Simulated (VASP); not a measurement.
Wanted: the native input for a VASP 6.6.1 run.

| Item | Value |
| --- | --- |
| Task | single point |
| Functional | LDA |
| Potentials or basis | VASP PAW LDA potentials, release 64 (Ti_sv, O) |
| Cutoff | 520 eV |
| k mesh | 7 × 7 × 6 |
| Occupations | gaussian, width 0.05 eV |
| Spin | collinear spin, zero start |
| Starting moments | [0.0, 0.0] μB |
| Hubbard terms | Ti d U = 4 eV |
| Further INCAR settings | ALGO = Normal; EDIFF = 1e-06; NBANDS = 20 |

The structure of TiO lies in POSCAR:

```
TiO
1.0
    3.0094341500      0.0000000000      0.0000000000
   -1.5047170800      2.6062464300      0.0000000000
    0.0000000000      0.0000000000      2.9370586300
Ti O
1 1
Direct
    0.0000000000      0.0000000000      0.0000000000
    0.6666666667      0.3333333333      0.5000000000
```

The cell comes from a database or a generator and needn't be the stable form of this composition.

These files were run (other wordings do the same):

INCAR

```
PREC = Accurate
ENCUT = 520
EDIFF = 1E-6
ISMEAR = 0
SIGMA = 0.05
LREAL = F
LASPH = T
NELM = 100
ALGO = Normal
ISIF = 2
LWAVE = F
LCHARG = T
ISPIN = 2
MAGMOM = 0 0
LORBIT = 11
LMAXMIX = 4
LDAU = T
LDAUTYPE = 2
LDAUL = 2 -1
LDAUU = 4 0
LDAUJ = 0 0
LDAUPRINT = 1
LELF = T
LVHAR = T
NBANDS = 20
```

KPOINTS

```
Automatic mesh
0
Gamma
  7 7 6
```

Potentials or basis: VASP PAW LDA potentials, release 64 (Ti_sv, O).

The run is started by

```sh
$ cat potpaw_LDA.64/Ti_sv/POTCAR potpaw_LDA.64/O/POTCAR > POTCAR
$ mpirun -np 1 vasp_std > vasp.out
```

It gave:

| Property | Result |
| --- | --- |
| Pressure | -31.0 GPa |
| Band gap on the k mesh | none (metal or under the smearing width) |
| Net moment | 0.00 μB per cell |
| Valence electrons inside the program's atomic spheres | Ti 10.07; O 4.95 |

Caveat: a pressure of tens of GPa on the cell as given is suspect, and the run, the potentials or the cell itself is likely at fault.

Run time: 16 s on 1 thread of Intel(R) Xeon(R) Platinum 8375C CPU @ 2.90GHz (Ice Lake), with other jobs on the host, peak memory 0.15 GiB.
